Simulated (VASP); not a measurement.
Energy against volume of ZnTe (zinc blende). Calculation: PBE GGA with D3 dispersion (Becke-Johnson damping), VASP's PBE PAW potentials (set 64) (plane waves; VASP).

```
V (Å³/atom)  E (eV/atom)
-----------  -----------
26.507          -2.91529
27.353          -2.92888
28.199          -2.93318
29.045          -2.92962
29.891          -2.91946
```

Task: Fit a third-order Birch-Murnaghan equation of state.

Result: 
```yaml
volume_per_atom: 28.22 Å³/atom
bulk_modulus: 49.2 GPa
pressure_derivative_of_the_bulk_modulus: 4.67
lattice_constant_a: 6.089 Å
```

Measured: bulk modulus 51.0 GPa (computed value off by -3.5 %), as given by Determination of phase transition pressures of ZnTe under quasihydrostatic conditions, doi 10.1007/BF00998350 (1994); a 6.104 Å (computed value off by -0.2 %), as given by Martin Albrecht et al., Physical review. B, Condensed matter (1997), arXiv:cond-mat/9706128. The calculation is for a static lattice, while the measured bulk modulus, a hold thermal and zero-point effects, which are part of the difference.

The compound is ZnTe in the zinc blende structure. It was relaxed first.
